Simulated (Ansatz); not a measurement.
# HfO2 (Fm-3m) under uniaxial strain along [001], part 2 of 2

Aim: how do the optical modes of HfO2 (Fm-3m) shift and split under this strain?

Ansatz 0.2.0; DFT PBEsol, scalar-relativistic, plane waves, PAW; PAW set soft_1.

So far, mean high-frequency dielectric constant: step 5 (zone-centre response at rest) 5.38.

## 7. Modes of this member: uniaxial strain of +4 % along [001]

The zone-centre modes follow for uniaxial strain of +4 % along [001], with the response to a field.

input.yaml

```yaml
crystal:
  lattice:
    - [0.0, 2.5076931073, 2.6231446305]
    - [2.5076931073, 0.0, 2.6231446305]
    - [2.5076931073, 2.5076931073, 0.0]
  atoms:
    - { symbol: O, position: [0.25, 0.25, 0.25] }
    - { symbol: O, position: [0.75, 0.75, 0.75] }
    - { symbol: Hf, position: [0.0, 0.0, 0.0] }
kpoints:
  mp_grid: { grid: [8, 8, 8] }
hamiltonian:
  xc: pbesol
  pseudopotentials: { kind: paw, azcp: { folder: soft_1 }, xc_functional: pbe }
scf:
  occupations: { method: fixed }
output:
  eigenvalues: true
phonons:
  method: dfpt
  dielectric: true
  rigid_motions: translations
```

Run with:

```sh
> ansatz run input.yaml --threads 4 --pin off --max-ram 10240MiB --backend cpu --events-out ev --progress --plain --runs-dir out
```

Numbers of over 12 decimals in the logs are rounded to 6 here.

Output:

```text
[...]
Crystal: 3 atoms, lattice volume = 32.991 Å³
Basis set: ecut = 420 eV, 625 PW (Γ), exchange–correlation on 60×60×60 points (8 copies of the dense FFT grid, shifted against one another)
Bands: 23, of which v1, the nominal top of the filled ones, is band 19 counted from 1 (18 counted from 0)
Symmetry: 16 space group operations
k-points: 260 of 512 (irreducible under 1 space group operation, time reversal used)
[...]
SCF iter   1: F=—  HF=-16726.348239 eV  |F-HF|=—  |Δ(HF+E_count)|=         —  Δρ=9.06e-2  dr2=1.96e0  ethr=3.10e-3  ⟨swp⟩=4.0  Hψ=19613  notcnv=0  defer=516
[...]
SCF iter   9: F=-16725.767777 eV  HF=-16725.767777 eV  |F-HF|=5.09e-11  |Δ(HF+E_count)|=   1.39e-9  Δρ=2.77e-7  dr2=1.83e-11  ethr=1.00e-12  ⟨swp⟩=8.8  Hψ=41819  notcnv=0
SCF 1 converged in 9 iterations: F = -16725.767777 eV  dr2 = 1.83e-11
[...]
NSCF: frozen V_eff on 3 k-points
[...]
SCF converged after 9 iterations
Free energy (F): -16725.767777 eV
[...]
Internal energy: -16725.767777 eV  (E = F + TS)
E sigma→0 (E₀):  -16725.767777 eV
Fermi energy:    14.616736 eV
[...]
--- Band table (eV; the first three rows and the last of 260) ---
  k-point 0: bands = [... 15 lower, 9.1103, 13.4479, 14.0284, 14.0284, 17.8393, 18.4249, 20.0433, 24.6006]
  k-point 1: bands = [... 15 lower, 9.5090, 13.1087, 13.6192, 13.7256, 18.1848, 18.6733, 20.6397, 23.9676]
  k-point 2: bands = [... 15 lower, 10.4829, 12.3613, 12.9611, 13.1568, 18.7532, 18.9889, 21.2730, 23.4251]
  k-point 259: bands = [... 15 lower, 11.3352, 11.7010, 12.5798, 12.6372, 18.8145, 19.0087, 21.2260, 23.1624]
[...]
k mesh reduced under 1 symmetry operation, with k and −k counted as one. Each operation leaves every solved perturbation unchanged. A smaller set is not considered because the run solves the response to a homogeneous field
  ASR residual: 1.824e-4 → 0.000e0 eV/Å²; symmetrization residual: 8.382e-7 eV/Å²
  ASR residual per site (eV/Å²): 1.82e-4 1.82e-4 5.29e-5
  Γ frequencies (cm⁻¹): 0.00 0.00 0.00 192.13 208.71 208.71 504.06 579.28 579.28
  ε∞ (high-frequency dielectric tensor):
        5.306125     0.000000     0.000000
        0.000000     5.306125     0.000000
        0.000000    -0.000000     5.646939
  ε⁰ (static dielectric tensor: ions relaxed, cell fixed):
       42.735285     0.000000    -0.000000
        0.000000    42.735285    -0.000000
       -0.000000    -0.000000    55.556529
  ε⁰ − ε∞ (ionic part):
       37.429161     0.000000    -0.000000
        0.000000    37.429161    -0.000000
       -0.000000    -0.000000    49.909590
[...]
Born effective charges Z* (e; rows j = field, columns β = displacement):
    site 0:
        -2.72310    0.00000    0.00000
         0.00000   -2.72310   -0.00000
         0.00000   -0.00000   -2.89464
    site 1:
        -2.72310    0.00000    0.00000
         0.00000   -2.72310   -0.00000
         0.00000    0.00000   -2.89464
    site 2:
         5.44621    0.00000    0.00000
         0.00000    5.44621    0.00000
         0.00000    0.00000    5.78928
  Z* charge neutrality: 1.309e-5 e pre-enforcement
[...]
optical modes at Γ without the LO–TO term, one row a degenerate level:
      ω (cm⁻¹)  modes    IR ((D/Å)²/amu)
        192.13      1            28.4973
        208.71      2            50.4397
        504.06      1             0.0000
        579.28      2             0.0000
  optical modes at Γ + LO–TO along q̂ = [1.0000, 0.0000, 0.0000]:
      ω (cm⁻¹)  modes    IR ((D/Å)²/amu)
        192.13      1            28.4973
        208.71      1            25.2199
        504.06      1             0.0000
        579.28      2             0.0000
        592.31      1            25.2199
  optical modes at Γ + LO–TO along q̂ = [0.0000, 1.0000, 0.0000]:
      ω (cm⁻¹)  modes    IR ((D/Å)²/amu)
        192.13      1            28.4973
        208.71      1            25.2199
        504.06      1             0.0000
        579.28      2             0.0000
        592.31      1            25.2199
  optical modes at Γ + LO–TO along q̂ = [0.0000, 0.0000, 1.0000]:
      ω (cm⁻¹)  modes    IR ((D/Å)²/amu)
        208.71      2            50.4397
        504.06      1             0.0000
        579.28      2             0.0000
        602.63      1            28.4973
```

Run time: 43 s. Hardware: 4 threads of Arm Neoverse V2, shared host; peak memory 1 GiB; 2.7 min of CPU time.

This step gave:

| Item | Value |
| --- | --- |
| sum-rule residual before enforcement | 1.82e-4 eV/Å² |
| miss of the charge sum rule | 1.31e-5 e |
| point group | 4/mmm |
| highest optical mode at the zone centre (no LO-TO term) | 579.3 cm⁻¹ |
| lowest optical zone-centre mode | 192.1 cm⁻¹ |
| mean high-frequency dielectric constant | 5.420 |
| largest Born charge (third of the trace) | 5.561 e |
| mean static dielectric constant | 47.01 |
| top of the zone-centre spectrum with the field | 602.6 cm⁻¹ |

Without the LO-TO term. Patterns of degenerate modes are one choice out of their space. Modes at Γ, with each element's share of the kinetic energy:

```csv
mode,frequency (cm⁻¹),symmetry,O %,Hf %
1,0.0,acoustic,15,85
2,0.0,acoustic,15,85
3,0.0,acoustic,15,85
4,192.1,A2u,85,15
5,208.7,Eu,85,15
6,208.7,Eu,85,15
7,504.1,B1g,100,0
8,579.3,Eg,100,0
9,579.3,Eg,100,0
```

Displacements in mode 4 (192.1 cm⁻¹), the largest set to 1:
```
O1   0.00  0.00  1.00
O2   0.00  0.00  1.00
Hf3  0.00  0.00 -0.18
```

Displacements in mode 7 (504.1 cm⁻¹), the largest set to 1:
```
O1   0.00  0.00  1.00
O2   0.00  0.00 -1.00
Hf3  0.00  0.00  0.00
```

Transverse modes. Infrared lines, with heights relative to the strongest:

```csv
position (cm⁻¹),label,relative intensity
192,A2u,56
209,Eu,100
504,B1g,0.0
579,Eg,0.0
```

Without the LO-TO term the lowest optical mode is real, 192 cm⁻¹, and the highest lies at 579.3 cm⁻¹.

## 8. A member of the series: uniaxial strain of -4 % along [001]

The cell takes a uniaxial strain of -4 % along [001]. The strained length and the angles are held, while the rest of the cell and the atoms relax.

input.yaml, the sections that differ from step 7:

```yaml
crystal:
  lattice:
    - [0.0, 2.5350749139, 2.4213642744]
    - [2.5350749139, 0.0, 2.4213642744]
    - [2.5350749139, 2.5350749139, 0.0]
  atoms:
    - { symbol: O, position: [0.25, 0.25, 0.25] }
    - { symbol: O, position: [0.75, 0.75, 0.75] }
    - { symbol: Hf, position: [0.0, 0.0, 0.0] }
  conventional_axes: [[-1, 1, 1], [1, -1, 1], [1, 1, -1]]
output:
  forces: true
  stress: true
  eigenvalues: true
relax:
  adjacent_minimum: "off"
  f_tol: 0.001
  max_steps: 60
  cell: { stress_tol: 0.01, fix: [c, angles] }
# kpoints, hamiltonian, scf: as in step 7
# phonons: removed
```

Output:

```text
[...]
Crystal: 3 atoms, lattice volume = 31.122 Å³
Basis set: ecut = 420 eV, 601 PW (Γ), exchange–correlation on 48×48×48 points (8 copies of the dense FFT grid, shifted against one another)
Bands: 23, of which v1, the nominal top of the filled ones, is band 19 counted from 1 (18 counted from 0)
Symmetry: 16 space group operations
[...]
k-points: 59 of 512
[...]
k-point 58: bands = [... 15 lower, 11.8651, 13.6885, 13.6885, 15.8892, 19.2302, 21.1338, 22.9662, 24.1967]
--- Relaxed structure (4 steps of the walk, 4 accepted, 2 SCFs on fresh bases) ---
[...]
cell:  # Å, volume = 31.2355 Å³
    - [0.0, 2.539682, 2.4213642744]
    - [2.539682, 0.0, 2.4213642744]
    - [2.539682, 2.539682, 0.0]
  atoms:
    - { symbol: O, position: [0.25, 0.25, 0.25] }
    - { symbol: O, position: [0.75, 0.75, 0.75] }
    - { symbol: Hf, position: [0, 0, 0] }
[key lines of the parts left out:]
SCF converged after 5 iterations
Free energy (F): -16725.759381 eV
Fermi energy:    15.889216 eV
P = ⅓ Tr σ = 7.6894 GPa (76.894 kbar)
```

Wall time 3.5 s (4 threads); peak memory 0.35 GiB.

Relaxation path:

```
step  energy less that of the first step (eV)  largest force component (eV/Å)  pressure (GPa)  volume (Å³)
   1                                   0.0000                          0.0000            8.76        31.12
   2                                   0.0002                          0.0000            7.40        31.26
   3                                   0.0000                          0.0000            7.68        31.23
  4*                                  -0.0005                          0.0000            7.72        31.23
   5                                  -0.0005                          0.0000            7.69        31.24
  6*                                  -0.0005                          0.0000            7.69        31.24
```

Relaxation steps marked * repeat the geometry before them on a plane-wave basis chosen anew for their cell, so energy and pressure can jump there.

The run keeps the 16 symmetry operations that it works with, so distortions that break them were not tested.

```
conventional cell, symmetrised  before  after  change
                         a (Å)   3.585  3.592  +0.2 %
                         b (Å)   3.585  3.592  +0.2 %
                         c (Å)   4.843  4.843  +0.0 %
              volume (Å³/atom)   10.37  10.41  +0.4 %
```

The relaxed structure:

```xyz
3
Lattice="0.0000 2.5397 2.4214 2.5397 0.0000 2.4214 2.5397 2.5397 0.0000" Properties=species:S:1:pos:R:3 pbc="T T T"
O     1.2698    1.2698    1.2107
O     3.8095    3.8095    3.6320
Hf    0.0000    0.0000    0.0000
```

Numbers from this step:

```yaml
pressure: 7.689 GPa
gap_on_the_k_mesh: 3.193 eV
volume_per_atom: 10.41 Å³
```

The forces vanish by symmetry.

The cell grew by 0.4 % in volume.

## 9. Zone-centre modes of the member: uniaxial strain of -4 % along [001]

The zone-centre modes follow for uniaxial strain of -4 % along [001], with the response to a field.

input.yaml, the sections that differ from step 8:

```yaml
crystal:
  lattice:
    - [0.0, 2.5396819082, 2.4213642744]
    - [2.5396819082, 0.0, 2.4213642744]
    - [2.5396819082, 2.5396819082, 0.0]
  atoms:
    - { symbol: O, position: [0.25, 0.25, 0.25] }
    - { symbol: O, position: [0.75, 0.75, 0.75] }
    - { symbol: Hf, position: [0.0, 0.0, 0.0] }
output:
  eigenvalues: true
phonons:
  method: dfpt
  dielectric: true
  rigid_motions: translations
# kpoints, hamiltonian, scf: as in step 8
# relax: removed
```

Output:

```text
[...]
Crystal: 3 atoms, lattice volume = 31.236 Å³
Basis set: ecut = 420 eV, 605 PW (Γ), exchange–correlation on 60×60×60 points (8 copies of the dense FFT grid, shifted against one another)
Bands: 23, of which v1, the nominal top of the filled ones, is band 19 counted from 1 (18 counted from 0)
Symmetry: 16 space group operations
k-points: 260 of 512 (irreducible under 1 space group operation, time reversal used)
[...]
optical modes at Γ + LO–TO along q̂ = [1.0000, 0.0000, 0.0000]:
      ω (cm⁻¹)  modes    IR ((D/Å)²/amu)
[...]
optical modes at Γ + LO–TO along q̂ = [0.0000, 1.0000, 0.0000]:
      ω (cm⁻¹)  modes    IR ((D/Å)²/amu)
[...]
optical modes at Γ + LO–TO along q̂ = [0.0000, 0.0000, 1.0000]:
      ω (cm⁻¹)  modes    IR ((D/Å)²/amu)
        258.50      2            55.0867
        573.19      2             0.0000
        626.02      1            24.5257
        658.91      1             0.0000
[key lines of the parts left out:]
SCF converged after 9 iterations
Free energy (F): -16725.759381 eV
Fermi energy:    15.889217 eV
```

The job ended after 37 s (4 threads; peak memory 1 GiB).

Numbers from this step:

* sum-rule residual before enforcement: 5.97e-5 eV/Å²
* miss of the charge sum rule: 4.24e-6 e
* highest optical mode at the zone centre (no LO-TO term): 658.9 cm⁻¹
* lowest optical zone-centre mode: 258.5 cm⁻¹
* mean high-frequency dielectric constant: 5.397
* largest Born charge (third of the trace): 5.585 e
* mean static dielectric constant: 32.28
* top of the zone-centre spectrum with the field: 658.9 cm⁻¹

Without the LO-TO term. Patterns of degenerate modes are one choice out of their space. The modes at Γ (shares of kinetic energy by element, %):

```csv
mode,frequency (cm⁻¹),symmetry,O %,Hf %
1,0.0,acoustic,15,85
2,0.0,acoustic,15,85
3,0.0,acoustic,15,85
4,258.5,Eu,85,15
5,258.5,Eu,85,15
6,262.3,A2u,85,15
7,573.2,Eg,100,0
8,573.2,Eg,100,0
9,658.9,B1g,100,0
```

Transverse modes. Lines of the infrared spectrum (strongest = 100):

```csv
position (cm⁻¹),label,relative intensity
258,Eu,100
262,A2u,45
573,Eg,0.0
659,B1g,0.0
```

Without the LO-TO term the lowest optical mode is real, 258 cm⁻¹, and the highest lies at 658.9 cm⁻¹.

## 10. All members side by side

The members are set side by side, also those not shown above.

Stress is positive in compression; energies are extrapolated to zero smearing, and E0 is that at rest; the axis is the direction of the strain; the edges not held and the atoms are relaxed in each cell. State of the crystal along the series:

```
strain (%)  stress along the axis (GPa)  free strain along [100] (%)  free strain along [010] (%)  E - E0 (meV/atom)  gap on mesh (eV)  ε∞ along the axis  ε∞ across the axis, mean  ε0 along the axis  ε0 across the axis, mean  largest Born charge in size, a third of the trace (e)  top mode with the field, highest of q along x, y and z (cm⁻¹)
        -4                        23.07                       0.6909                       0.6909              30.43             3.193              5.183                     5.504              29.53                     33.65                                                  5.585                                                          658.9
        -3                        17.02                       0.5083                       0.5083              16.89             3.362              5.225                     5.468              30.76                     34.21                                                  5.577                                                          638.7
        -2                        11.16                       0.3321                       0.3321              7.388             3.517              5.272                     5.435              32.31                     34.89                                                  5.571                                                          628.6
        -1                        5.495                       0.1626                       0.1626              1.833             3.613              5.323                     5.405              34.26                     35.72                                                  5.567                                                            623
         0                     0.001677                            0                            0                  0             3.688               5.38                      5.38               36.7                      36.7                                                  5.563                                                          617.2
         1                       -5.335                      -0.1553                      -0.1553              1.784             3.624               5.44                     5.356              39.75                     37.85                                                  5.561                                                          614.1
         2                       -10.52                      -0.3035                      -0.3035              7.062             3.539              5.504                     5.337              43.62                     39.22                                                   5.56                                                          610.6
         3                       -15.57                      -0.4443                      -0.4443              15.69             3.385              5.574                      5.32               48.7                     40.82                                                   5.56                                                          606.8
         4                       -20.47                      -0.5773                      -0.5773              27.63             3.223              5.647                     5.306              55.56                     42.73                                                  5.561                                                          602.6
```

Without the LO-TO term; optical modes are counted from below at rest and tracked from member to member by their patterns, and modes that stay within 0.3 cm⁻¹ of each other stand once; labels, where given, are those at rest, then, where named, those of the strained cell; the edges not held and the atoms are relaxed in each cell. Optical modes along the series:

| strain (%) | optical mode 1 T1u to A2u single part (cm⁻¹) | optical mode 2 T1u to Eu pair part (cm⁻¹) | optical mode 3 T2g single part (cm⁻¹) | optical mode 4 T2g to Eg pair part (cm⁻¹) |
| --- | --- | --- | --- | --- |
| -4 | 262.3 | 258.5 | 658.9 | 573.2 |
| -3 | 257.4 | 253.5 | 638.7 | 575.9 |
| -2 | 251.4 | 248.1 | 619 | 578 |
| -1 | 244.4 | 242.4 | 599.5 | 579.4 |
| 0 | 236.3 | 236.3 | 580.2 | 580.2 |
| 1 | 227.2 | 229.9 | 561.2 | 580.6 |
| 2 | 216.9 | 223.2 | 542.2 | 580.6 |
| 3 | 205.3 | 216.2 | 523.2 | 580.1 |
| 4 | 192.1 | 208.7 | 504.1 | 579.3 |

Value and slope at zero strain of a cubic (a lower polynomial where under five rows exist) through the rows within 2 % of rest. Slopes at rest:

| mode | frequency (cm⁻¹) | shift per percent of strain (cm⁻¹) | shift per GPa of compressive stress (cm⁻¹) |
| --- | --- | --- | --- |
| optical mode 1 T1u to A2u single part | 236.3 | -8.59 | 1.59 |
| optical mode 2 T1u to Eu pair part | 236.3 | -6.21 | 1.15 |
| optical mode 3 T2g single part | 580.3 | -19.15 | 3.54 |
| optical mode 4 T2g to Eg pair part | 580.2 | 0.61 | -0.11 |

## 11. Outcome

| Item | Value |
| --- | --- |
| members | 9 |
| highest optical mode at the zone centre (no LO-TO term), at rest | 580.2 cm⁻¹ |
| Young’s modulus along [001] | 541 GPa |
| optical mode 1 T1u to A2u single part, shift per percent | -8.59 cm⁻¹ |
| optical mode 2 T1u to Eu pair part, shift per percent | -6.21 cm⁻¹ |
| optical mode 3 T2g single part, shift per percent | -19.15 cm⁻¹ |
| optical mode 4 T2g to Eg pair part, shift per percent | 0.61 cm⁻¹ |

The stress changes by 5.41 GPa for each percent, a Young’s modulus of 541 GPa along [001]. For each percent the free edge responds with -0.16 %. The strain lowers the symmetry: the level at 580.2 cm⁻¹ splits, into 658.9 and 573.2 cm⁻¹ at -4 %. Within 2 % of rest optical mode 4 T2g to Eg pair part bends away from a straight line, so a single slope holds only near rest. The fastest shift in the table of slopes is -19.1 cm⁻¹ for each percent (optical mode 3 T2g single part), or 3.5 cm⁻¹ for each GPa of compressive stress. For small strain, the measured shift of a line that Raman or infrared light can see, divided by its slope, estimates the stress, if the state of stress is of this kind. For infrared-active modes these slopes hold for the transverse lines; longitudinal ones carry the field and shift otherwise. These are harmonic frequencies at zero temperature: anharmonic shifts, linewidths and thermal expansion are left out. Spin-orbit coupling is left out, which can matter for the heavy elements here. The PAW files were made for PBE; the program adapts parts of them to the functional of the run, but their partial waves stay those of PBE, an approximation that was not tested in this session. Only the zone centre was solved, so an instability at another wavevector cannot show here. The cubic phase of this oxide is a high-temperature one, known to be unstable at zero temperature to an oxygen mode at X.

[Logs are printed without paths, hosts, clocks, repeated set-up lines and the standing remarks that a program may print on its own settings, such as how far it seeks lower states.]

[Hosts, paths, dates, database ids (printed as entryN), source tags and the programs' standing remarks are cut or masked in the printed files.]
